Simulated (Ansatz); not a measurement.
**FeS2 (Pnnm): the volume at zero pressure**

Where does the pressure of FeS2 (Pnnm) vanish?

The COD entry's cell or inner coordinates are ideal or old and differ from later refinements, so a difference from it is no clean test against experiment.

Method: DFT PBE+U (U_eff = 4 eV on Fe 3d), scalar-relativistic, plane waves, PAW, in Ansatz 0.2.0.

### 1 The system as given

It takes space group Pnnm (No. 58, orthorhombic). Conventional cell: a = 4.440 Å, b = 5.390 Å, c = 3.370 Å, α = 90.00°, β = 90.00°, γ = 90.00°. Fe (site symmetry 2/m) has 6 S at 2.21 to 2.24 Å as nearest neighbours. S (site symmetry m) has 3 Fe at 2.21 to 2.24 Å and 1 S at 2.25 Å as nearest neighbours.

Structure file:

```cif
data_structure
_symmetry_space_group_name_H-M 'P 1'
_symmetry_Int_Tables_number 1
_cell_length_a 4.4400
_cell_length_b 5.3900
_cell_length_c 3.3700
_cell_angle_alpha 90.000
_cell_angle_beta 90.000
_cell_angle_gamma 90.000
_cell_volume 80.65
loop_
_atom_site_label
_atom_site_type_symbol
_atom_site_fract_x
_atom_site_fract_y
_atom_site_fract_z
_atom_site_occupancy
Fe1 Fe 0.00000 0.00000 0.00000 1
Fe2 Fe 0.50000 0.50000 0.50000 1
S1 S 0.20300 0.37500 0.00000 1
S2 S 0.29700 0.87500 0.50000 1
S3 S 0.79700 0.62500 0.00000 1
S4 S 0.70300 0.12500 0.50000 1
```

The moments start at Fe 4.00 μB.

### 2 First run, at the start cell

The input, input.yaml:

```yaml
crystal:
  lattice:
    - [4.44, 0.0, 0.0]
    - [0.0, 5.39, 0.0]
    - [0.0, 0.0, 3.37]
  atoms:
    - { symbol: Fe, position: [0.0, 0.0, 0.0], spin: 4.0 }
    - { symbol: Fe, position: [0.5, 0.5, 0.5], spin: 4.0 }
    - { symbol: S, position: [0.203, 0.375, 0.0] }
    - { symbol: S, position: [0.297, 0.875, 0.5] }
    - { symbol: S, position: [0.797, 0.625, 0.0] }
    - { symbol: S, position: [0.703, 0.125, 0.5] }
basis:
  ecutwfc: 420
  ecutrho_ratio: 4
kpoints:
  mp_grid: { grid: [3, 3, 4] }
hamiltonian:
  xc: pbe
  hubbard: { sites: [{ species: Fe, l: d, u_eff: 4.0 }] }
scf:
  occupations: { method: gaussian, width: 0.05 }
output:
  forces: true
  stress: true
  eigenvalues: true
  populations: true
  hubbard: { sites: [{ species: Fe, l: d }] }
magnetization:
  spin_polarized: true
```

Started as:

```bash
$ ansatz run input.yaml --threads 4 --pin off --max-ram 10240MiB --backend cpu --events-out ev --progress --plain --runs-dir out
```

After this run come: The same volume, run 2; The same volume, run 3; Volume adjusted, run 4; Next volume, run 5; The same volume, run 6; A new volume, run 7; Next volume, run 8.

**Question.** What will these runs give? Wanted: volume; pressure; conventional cell; gap on the mesh.

**Answer**, as computed:

| quantity | value |
| --- | --- |
| volume | 14.194 Å³/atom |
| pressure | 0.00 GPa |
| conventional cell | a = 4.475 Å, b = 5.502 Å, c = 3.459 Å, α = 90.00°, β = 90.00°, γ = 90.00° |
| gap on the mesh | 1.89 eV |

The volume went from 13.44 to 14.19 Å³/atom (+5.6 %), where 0.00 GPa is left. A run loses the moments it was seeded with; other starts can end magnetic.
